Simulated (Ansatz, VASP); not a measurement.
# Cross-check of Ge21H20 (Ge wire along [100], 21 atoms a period, H-terminated) between VASP and Ansatz

One calculation is typed for both programs; each brings its own data sets. How far apart do they land? The structure shown is the start of the Ansatz relaxation below; VASP solves that cell, so the two are compared at the walk's first step.

Method: plane waves, with VASP 6.6.1 beside it; single point at PBE, in Ansatz 0.2.0.

## (1) The structure

The cell holds 41 atoms: 21 Ge and 20 H. Cell: a = 17.241 Å, b = 17.241 Å, c = 5.760 Å, α = 90.0°, β = 90.0°, γ = 90.0°. Vacuum lies along a and b. The structure's axis is c.

## (2) Ansatz: relaxation, PBE

Ansatz runs on its PAW soft_1 files.

The two programs are compared at the cell with which this relaxation starts, whose forces are those of its first step.

File input.yaml:

```yaml
crystal:
  lattice:
    - [17.241, 0.0, 0.0]
    - [0.0, 17.241, 0.0]
    - [0.0, 0.0, 5.76]
  atoms:
    - { symbol: Ge, position: [0.332965978, 0.500009653, 0.0] }
    - { symbol: Ge, position: [0.500009653, 0.332965978, 0.0] }
    - { symbol: Ge, position: [0.500009653, 0.667053328, 0.0] }
    - { symbol: Ge, position: [0.667053328, 0.500009653, 0.0] }
    - { symbol: H, position: [0.197204338, 0.364248013, 0.093634302] }
    - { symbol: H, position: [0.364248013, 0.197204338, 0.093634302] }
    - { symbol: H, position: [0.635771292, 0.802814967, 0.093634302] }
    - { symbol: H, position: [0.802814967, 0.635771292, 0.093634302] }
    - { symbol: Ge, position: [0.24944414, 0.416487815, 0.25] }
    - { symbol: Ge, position: [0.416487815, 0.24944414, 0.25] }
    - { symbol: Ge, position: [0.416487815, 0.58353149, 0.25] }
    - { symbol: Ge, position: [0.58353149, 0.416487815, 0.25] }
    - { symbol: Ge, position: [0.58353149, 0.750575165, 0.25] }
    - { symbol: Ge, position: [0.750575165, 0.58353149, 0.25] }
    - { symbol: H, position: [0.280726176, 0.719293129, 0.343634302] }
    - { symbol: H, position: [0.719293129, 0.280726176, 0.343634302] }
    - { symbol: H, position: [0.197204338, 0.468727617, 0.406365698] }
    - { symbol: H, position: [0.468727617, 0.197204338, 0.406365698] }
    - { symbol: H, position: [0.531291688, 0.802814967, 0.406365698] }
    - { symbol: H, position: [0.802814967, 0.531291688, 0.406365698] }
    - { symbol: Ge, position: [0.332965978, 0.332965978, 0.5] }
    - { symbol: Ge, position: [0.332965978, 0.667053328, 0.5] }
    - { symbol: Ge, position: [0.500009653, 0.500009653, 0.5] }
    - { symbol: Ge, position: [0.667053328, 0.332965978, 0.5] }
    - { symbol: Ge, position: [0.667053328, 0.667053328, 0.5] }
    - { symbol: H, position: [0.197204338, 0.531291688, 0.593634302] }
    - { symbol: H, position: [0.468727617, 0.802814967, 0.593634302] }
    - { symbol: H, position: [0.531291688, 0.197204338, 0.593634302] }
    - { symbol: H, position: [0.802814967, 0.468727617, 0.593634302] }
    - { symbol: H, position: [0.280726176, 0.280726176, 0.656365698] }
    - { symbol: H, position: [0.719293129, 0.719293129, 0.656365698] }
    - { symbol: Ge, position: [0.24944414, 0.58353149, 0.75] }
    - { symbol: Ge, position: [0.416487815, 0.416487815, 0.75] }
    - { symbol: Ge, position: [0.416487815, 0.750575165, 0.75] }
    - { symbol: Ge, position: [0.58353149, 0.24944414, 0.75] }
    - { symbol: Ge, position: [0.58353149, 0.58353149, 0.75] }
    - { symbol: Ge, position: [0.750575165, 0.416487815, 0.75] }
    - { symbol: H, position: [0.197204338, 0.635771292, 0.906365698] }
    - { symbol: H, position: [0.364248013, 0.802814967, 0.906365698] }
    - { symbol: H, position: [0.635771292, 0.197204338, 0.906365698] }
    - { symbol: H, position: [0.802814967, 0.364248013, 0.906365698] }
kpoints:
  mp_grid: { grid: [1, 1, 14] }
scf:
  occupations: { method: fermi_dirac, width: 0.05 }
hamiltonian:
  xc: pbe
  pseudopotentials: { kind: paw, azcp: { folder: soft_1 } }
relax:
  cell: { fix: [a, b, alpha, beta, gamma] }
  max_steps: 45
  f_tol: 0.03
```

On the command line:

```
ansatz run input.yaml --threads 4 --pin off --max-ram 16384MiB --backend cpu --events-out ev --progress --plain --runs-dir out
```

Numbers of over 12 decimals in the logs are rounded to 6 here.

Output:

```text
Engine: ansatz 0.2.0, aarch64-unknown-linux-gnu
Pseudopotentials: kind: paw
Pseudopotential: Ge, paw, valence charge 14, recommended cutoff 420 eV (normal), soft_1/Ge.paw.azcp
Pseudopotential: H, paw, valence charge 1, recommended cutoff 420 eV (normal), soft_1/H.paw.azcp
Functional definition: PBE
  parameter kappa = 0.804
  parameter beta = 0.066725
  exchange = pbe_x(kappa = kappa, mu = beta*pi^2/3)
  correlation = pbe_c(beta = beta)
Crystal: 41 atoms, lattice volume = 1712.172 Å³
Basis set: ecut = 420 eV, 33539 PW (Γ), exchange–correlation on 240×240×80 points (8 copies of the dense FFT grid, shifted against one another)
Bands: 198, of which v1, the nominal top of the filled ones, is band 157 counted from 1 (156 counted from 0)
Symmetry: 8 space group operations
Space group: P-42m (ITA 111), of the structure as read, at distance tolerance 1.2e-4 Å
k-points: 8 of 14
Non-local potential: Ge, projectors of the file, l = 0: 2, l = 1: 2, l = 2: 3, l = 3: 1
Non-local potential: H, projectors of the file, l = 0: 2, l = 1: 1
PAW form: soft (Blöchl's): semilocal exchange-correlation on the pseudo side does not see the compensation charge
PAW one-centre angular grid: Ge, 590 points (default); XC on 64 Gauss nodes
PAW one-centre angular grid: H, 110 points (default); XC on 64 Gauss nodes
Initial density: superposition of atomic densities (neutral atoms: chi_scale 0, normalization atom)
Initial wavefunctions: pseudopotential atomic-orbital guess
Functional: x = pbe(κ = 0.804, μ = 0.219515), c = pbe(β = 0.066725)
SCF iter   1: F=—  HF=-90511.986876 eV  |F-HF|=—  |Δ(HF+E_count)|=         —  Δρ=3.50e-2  dr2=1.76e1  ethr=3.10e-3  ⟨swp⟩=6.4  Hψ=6292  notcnv=0  defer=80
preconditioner: auto → Resta (q_TF=auto, 2.056 Å⁻¹)  ε∞=1.5  [insulator: Δε(μ)=2.290 eV  Ē_g=21.811 eV  σ=0.050 eV  W_gap=1.00  n_scr=234 (ndim 8)  ℏωp=15.9 eV  f_vac=0.551  D(μ)=0.00/eV (n_scr^D=0)  ε∞_Penn≈1.5  vacuum switching on, ρ_ref=3.5e-2 e/Å³]
SCF iter   2: F=—  HF=-90508.047412 eV  |F-HF|=—  |Δ(HF+E_count)|=    3.94e0  Δρ=1.51e-2  dr2=3.92e0  ethr=3.10e-3  ⟨swp⟩=3.0  Hψ=2240  notcnv=0  defer=254
SCF iter   3: F=—  HF=-90508.035423 eV  |F-HF|=—  |Δ(HF+E_count)|=   1.20e-2  Δρ=5.72e-3  dr2=5.26e0  ethr=1.25e-3  ⟨swp⟩=4.0  Hψ=2153  notcnv=0  defer=255
SCF iter   4: F=—  HF=-90507.142359 eV  |F-HF|=—  |Δ(HF+E_count)|=   8.93e-1  Δρ=1.71e-3  dr2=5.77e-2  ethr=1.25e-3  ⟨swp⟩=3.0  Hψ=1982  notcnv=0  defer=253
SCF iter   5: F=—  HF=-90507.146148 eV  |F-HF|=—  |Δ(HF+E_count)|=   3.79e-3  Δρ=6.78e-4  dr2=3.81e-3  ethr=1.84e-5  ⟨swp⟩=2.1  Hψ=1755  notcnv=0  defer=252
SCF iter   6: F=—  HF=-90507.148427 eV  |F-HF|=—  |Δ(HF+E_count)|=   2.28e-3  Δρ=1.50e-4  dr2=2.87e-4  ethr=1.21e-6  ⟨swp⟩=2.0  Hψ=2588  notcnv=0  defer=252
SCF iter   7: F=—  HF=-90507.148529 eV  |F-HF|=—  |Δ(HF+E_count)|=   1.02e-4  Δρ=4.01e-5  dr2=2.21e-5  ethr=9.15e-8  ⟨swp⟩=2.0  Hψ=2588  notcnv=0  defer=252
SCF iter   8: F=—  HF=-90507.148978 eV  |F-HF|=—  |Δ(HF+E_count)|=   4.49e-4  Δρ=1.44e-5  dr2=3.04e-6  ethr=7.05e-9  ⟨swp⟩=2.0  Hψ=2806  notcnv=0  defer=252
SCF iter   9: F=—  HF=-90507.148981 eV  |F-HF|=—  |Δ(HF+E_count)|=   2.82e-6  Δρ=4.51e-6  dr2=4.71e-7  ethr=9.69e-10  ⟨swp⟩=2.0  Hψ=2588  notcnv=0  defer=252
SCF iter  10: F=-90507.148981 eV  HF=-90507.148981 eV  |F-HF|=6.88e-9  |Δ(HF+E_count)|=   1.32e-7  Δρ=1.07e-6  dr2=1.42e-8  ethr=3.18e-11  ⟨swp⟩=5.0  Hψ=4635  notcnv=0
SCF 1 converged in 10 iterations: F = -90507.148981 eV  dr2 = 1.42e-8
  greatest PAW one-centre occupation: 0.998 electrons in one spin orbital (limit 2), on the Ge atom at site 13 (counted from 0), in its partial waves of l = 2
relax step   1: F+E_penalty+E_count = -90507.14898083 eV  Δ(F+E_penalty+E_count) = +0.000e0 eV  max|allowed force component| = 2.949e-1 eV/Å  Δτ_max = 0.0000 Å  P = -0.345 GPa  Ω = 1712.172 Å³  fix = [a, b, alpha, beta, gamma]  reactions: a -0.423, b -0.423 GPa  (10 SCF iters, dr2 threshold 1.00e-7 eV, accepted)
Crystal: 41 atoms, lattice volume = 1724.171 Å³
Basis set: ecut = 420 eV, 33707 PW (Γ), exchange–correlation on 240×240×80 points (8 copies of the dense FFT grid, shifted against one another)
Initial density: handed on by an earlier stage of this run
Initial wavefunctions: those handed on with the density
iter 1 solved again at ethr=2.88e-4 eV; its pass at ethr=3.10e-3 eV (dr2=9.04e-1 eV) is discarded
SCF iter   1: F=—  HF=-90507.647506 eV  |F-HF|=—  |Δ(HF+E_count)|=         —  Δρ=1.02e-2  dr2=9.11e-1  ethr=2.88e-4  ⟨swp⟩=4.9  Hψ=7003  notcnv=0
preconditioner: auto → Resta (q_TF=auto, 2.054 Å⁻¹)  ε∞=1.5  [insulator: Δε(μ)=2.344 eV  Ē_g=21.784 eV  σ=0.050 eV  W_gap=1.00  n_scr=234 (ndim 8)  ℏωp=15.8 eV  f_vac=0.595  D(μ)=0.00/eV (n_scr^D=0)  ε∞_Penn≈1.5  vacuum switching on, ρ_ref=3.4e-2 e/Å³]
SCF iter   2: F=—  HF=-90507.531989 eV  |F-HF|=—  |Δ(HF+E_count)|=   1.16e-1  Δρ=4.88e-3  dr2=2.05e-1  ethr=2.88e-4  ⟨swp⟩=3.1  Hψ=2407  notcnv=0  defer=32
[...]
SCF iter   2: F=—  HF=-90507.789960 eV  |F-HF|=—  |Δ(HF+E_count)|=   3.98e-3  Δρ=2.69e-5  dr2=3.21e-7  ethr=4.03e-10  ⟨swp⟩=3.0  Hψ=2398  notcnv=0
SCF iter   3: F=—  HF=-90507.791988 eV  |F-HF|=—  |Δ(HF+E_count)|=   2.03e-3  Δρ=2.85e-6  dr2=2.85e-7  ethr=1.02e-10  ⟨swp⟩=3.1  Hψ=3395  notcnv=0
[...]
SCF converged after 6 iterations
Free energy (F): -90507.792023 eV
Harris-Foulkes:  -90507.792023 eV  (|F-HF|=1.99e-7)
Internal energy: -90507.792023 eV  (E = F + TS)
E sigma→0 (E₀):  -90507.792023 eV
Fermi energy:    -0.436695 eV
--- Per-component energies (eV) ---
  E_band       = -5892.054288
  E_kinetic    = 2196.500503
  E_local      = -177170.424645  (includes V_loc(G=0)·N_el)
  E_nonlocal   = 4598.753086
  E_hartree    = 86114.388510
  E_xc         = -1666.899680
  E_vxc        = -1576.082587  (∫ρ·V_xc dr)
  E_paw        = -42310.524228  (= ΣΔE_a)
  E_vpaw       = -6169.554964  (= ΣTr[D̂ρ^β])
  E_aug_tail   = -0.018433  (compensation charges beyond the density's cutoff)
  E_ewald      = 37730.432864
  E_smearing   = -0.000000  (= −TS)
  E_closure    = -0.000000  (closes the sum)
  Σ components = -90507.792023   (vs F -90507.792023, Δ=0.00e0)
--- Forces (eV/Å), atoms counted from 1 ---
  atom   1  Ge    -0.00568324     0.00000000    -0.00000000
  atom   2  Ge     0.00000000    -0.00568324    -0.00000000
  atom   3  Ge     0.00000000     0.00568324     0.00000000
  atom   4  Ge     0.00568324     0.00000000     0.00000000
  atom   5  H      0.00347242    -0.00404329    -0.00689568
  atom   6  H     -0.00404329     0.00347242    -0.00689568
  atom   7  H      0.00404329    -0.00347242    -0.00689568
  atom   8  H     -0.00347242     0.00404329    -0.00689568
  atom   9  Ge    -0.00415688    -0.00641096    -0.00187371
  atom  10  Ge    -0.00641096    -0.00415688    -0.00187371
  atom  11  Ge     0.00473388    -0.00473388    -0.00507215
  atom  12  Ge    -0.00473388     0.00473388    -0.00507215
  atom  13  Ge     0.00641096     0.00415688    -0.00187371
  atom  14  Ge     0.00415688     0.00641096    -0.00187371
  atom  15  H     -0.00044028     0.00044028    -0.00121466
  atom  16  H      0.00044028    -0.00044028    -0.00121466
  atom  17  H      0.00021424     0.00255183     0.00410664
  atom  18  H      0.00255183     0.00021424     0.00410664
  atom  19  H     -0.00255183    -0.00021424     0.00410664
  atom  20  H     -0.00021424    -0.00255183     0.00410664
  atom  21  Ge     0.00428602     0.00428602     0.00978567
  atom  22  Ge     0.00428602    -0.00428602    -0.00978567
  atom  23  Ge    -0.00000000     0.00000000     0.00000000
  atom  24  Ge    -0.00428602     0.00428602    -0.00978567
[...]
atom  34  Ge    -0.00641096     0.00415688     0.00187371
  atom  35  Ge     0.00641096    -0.00415688     0.00187371
  atom  36  Ge    -0.00473388    -0.00473388     0.00507215
  atom  37  Ge     0.00415688    -0.00641096     0.00187371
  atom  38  H      0.00347242     0.00404329     0.00689568
  atom  39  H     -0.00404329    -0.00347242     0.00689568
  atom  40  H      0.00404329     0.00347242     0.00689568
  atom  41  H     -0.00347242    -0.00404329     0.00689568
  max |Σ_I F_I| component: 2.60e-18 eV/Å
--- Stress (GPa, compression-positive) ---
        0.002774       0.000000       0.000000
        0.000000       0.002774      -0.000000
        0.000000      -0.000000       0.005838
  P = ⅓ Tr σ = 0.0038 GPa (0.038 kbar)
--- Relaxed structure (6 steps of the walk, 6 accepted, 1 SCFs on fresh bases) ---
  F+E_penalty+E_count = -90507.79202280 eV   max|allowed force component| = 9.786e-3 eV/Å   (the final SCF, on the basis selected at the relaxed cell)
  cell:  # Å, volume = 1720.8329 Å³
    - [17.241, 0.0, 0.0]
    - [0.0, 17.241, 0]
    - [0.0, 0, 5.789136]
  atoms:
    - { symbol: Ge, position: [0.334624, 0.500010, -4.1135041774517757e-19] }
    - { symbol: Ge, position: [0.500010, 0.334624, -4.1135041774517757e-19] }
    - { symbol: Ge, position: [0.500010, 0.665395, -4.1135041774517863e-19] }
    - { symbol: Ge, position: [0.665395, 0.500010, -4.113504177451781e-19] }
    - { symbol: H, position: [0.213407, 0.354169, 0.063783] }
    - { symbol: H, position: [0.354169, 0.213407, 0.063783] }
    - { symbol: H, position: [0.645850, 0.786613, 0.063783] }
    - { symbol: H, position: [0.786613, 0.645850, 0.063783] }
    - { symbol: Ge, position: [0.253766, 0.411516, 0.231203] }
    - { symbol: Ge, position: [0.411516, 0.253766, 0.231203] }
    - { symbol: Ge, position: [0.417352, 0.582667, 0.251741] }
    - { symbol: Ge, position: [0.582667, 0.417352, 0.251741] }
    - { symbol: Ge, position: [0.588503, 0.746253, 0.231203] }
    - { symbol: Ge, position: [0.746253, 0.588503, 0.231203] }
    - { symbol: H, position: [0.282750, 0.717270, 0.353655] }
    - { symbol: H, position: [0.717270, 0.282750, 0.353655] }
    - { symbol: H, position: [0.189140, 0.456372, 0.358993] }
    - { symbol: H, position: [0.456372, 0.189140, 0.358993] }
    - { symbol: H, position: [0.543647, 0.810880, 0.358993] }
    - { symbol: H, position: [0.810880, 0.543647, 0.358993] }
    - { symbol: Ge, position: [0.335377, 0.335377, 0.494734] }
    - { symbol: Ge, position: [0.335377, 0.664642, 0.505266] }
    - { symbol: Ge, position: [0.500010, 0.500010, 0.5] }
    - { symbol: Ge, position: [0.664642, 0.335377, 0.505266] }
    - { symbol: Ge, position: [0.664642, 0.664642, 0.494734] }
    - { symbol: H, position: [0.189140, 0.543647, 0.641007] }
    - { symbol: H, position: [0.456372, 0.810880, 0.641007] }
    - { symbol: H, position: [0.543647, 0.189140, 0.641007] }
    - { symbol: H, position: [0.810880, 0.456372, 0.641007] }
    - { symbol: H, position: [0.282750, 0.282750, 0.646345] }
    - { symbol: H, position: [0.717270, 0.717270, 0.646345] }
    - { symbol: Ge, position: [0.253766, 0.588503, 0.768797] }
    - { symbol: Ge, position: [0.417352, 0.417352, 0.748259] }
    - { symbol: Ge, position: [0.411516, 0.746253, 0.768797] }
    - { symbol: Ge, position: [0.588503, 0.253766, 0.768797] }
    - { symbol: Ge, position: [0.582667, 0.582667, 0.748259] }
    - { symbol: Ge, position: [0.746253, 0.411516, 0.768797] }
    - { symbol: H, position: [0.213407, 0.645850, 0.936217] }
    - { symbol: H, position: [0.354169, 0.786613, 0.936217] }
    - { symbol: H, position: [0.645850, 0.213407, 0.936217] }
    - { symbol: H, position: [0.786613, 0.354169, 0.936217] }
```

(Continued in part 2 of 2.)

[Lines on the potential files, build, host, timing and source positions are cut from VASP's logs without a mark.]

[Logs are printed without paths, hosts, clocks, repeated set-up lines and the standing remarks that a program may print on its own settings, such as how far it seeks lower states.]

[Hosts, paths, dates, database ids (printed as entryN), source tags and the programs' standing remarks are cut or masked in the printed files.]
